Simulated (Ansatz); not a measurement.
# CsH: a single-point run

Aim: a sound single-point run of CsH. The structure is shown as the input types it. The cell is built on a prototype (wurtzite) and needn't be the phase found in nature.

Computed with Ansatz 0.2.0 (density functional or hybrid calculation with the settings of its input, plane waves (as first typed), unless a step's input says otherwise).

4 further runs of the same task are left out: 3 for a known fault of the program, 1 that didn't finish.

### 1 The structure to begin with

It takes space group P6_3/mmc (No. 194, hexagonal). Conventional cell: a = 5.339 Å, b = 5.339 Å, c = 6.352 Å, α = 90.00°, β = 90.00°, γ = 120.00°. Cs (site symmetry -6m2) is surrounded by 5 H at 3.08 to 3.18 Å. H (site symmetry -6m2) has 5 Cs at 3.08 to 3.18 Å as nearest neighbours.

As a file:

```xyz
4
Lattice="5.3394 0.0000 0.0000 -2.6697 4.6241 0.0000 0.0000 0.0000 6.3516" Properties=species:S:1:pos:R:3 pbc="T T T"
Cs    0.0000    3.0827   -0.3970
Cs    2.6697    1.5414    2.7788
H     0.0000    3.0827    2.7788
H     2.6697    1.5414    5.9546
```

### 2 The calculation

Input file input.yaml:

```yaml
crystal:
  lattice:
    - [5.3394202767, -1.0e-10, 0.0]
    - [-2.6697101383, 4.6240736011, 0.0]
    - [0.0, 0.0, 6.3516047824]
  atoms:
    - { symbol: Cs, position: [0.3333333333, 0.6666666667, -0.0624994659] }
    - { symbol: Cs, position: [0.6666666667, 0.3333333333, 0.4375005341] }
    - { symbol: H, position: [0.3333333333, 0.6666666667, 0.4374994659] }
    - { symbol: H, position: [0.6666666667, 0.3333333333, 0.9374994659] }
kpoints:
  mp_grid: { grid: [6, 6, 4] }
hamiltonian:
  xc: pbe
scf:
  occupations: { method: fixed }
  n_extra_bands: 5
  max_iter: 53
output:
  forces: true
  stress: true
  eigenvalues: true
basis:
  ecutwfc: 120
```

On the command line:

```bash
$ ansatz run input.yaml --threads 4 --pin off --max-ram 3686MiB --backend cpu --events-out ev --progress --plain --runs-dir out
```

What happens when this is run?

This run ends as converged, with warnings (cutoff below recommended, structure snapped to symmetry). Its log warns: «the atoms were moved onto the symmetric positions of the space group found under crystal.symmetry.tolerance 1.0e-5 (fractional; no operation is sought that the atoms ...»

The suspect setting: basis.ecutwfc is 120. The cutoff lies far under what these potentials need. The potentials' recommended cutoff is 420 eV.

Run again and compare: delete basis.ecutwfc (the default then holds).
